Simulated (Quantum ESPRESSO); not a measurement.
The system is HgTe (Coloradoite).

```xyz
2
Lattice="0.0000 3.2145 3.2145 3.2145 0.0000 3.2145 3.2145 3.2145 0.0000" Properties=species:S:1:pos:R:3 pbc="T T T"
Hg    0.0000    0.0000    0.0000
Te    4.8217    4.8217    4.8217
```

Base run:

```yaml
Program: Quantum ESPRESSO 7.5
Functional: PBEsol
Potentials_or_basis: GBRV 1.5 PBEsol
Cutoff: 612 eV
Density_cutoff: 4898 eV
k_mesh: 7 × 7 × 7
Occupations: fermi-dirac, width 0.05 eV
Spin: no spin polarisation
```

Its results: band gap on the k mesh none (metal or under the smearing width); pressure 2.2 GPa.

Task: The run is repeated on the same cell with these changes: functional from PBEsol to LDA; potentials or basis from GBRV 1.5 PBEsol to GBRV 1.5 LDA. What comes out?

Result: Band gap on the k mesh none (metal or under the smearing width); pressure 0.6 GPa.

Caveats: spin-orbit coupling is left out, which moves the levels of the heavy elements (some runs).
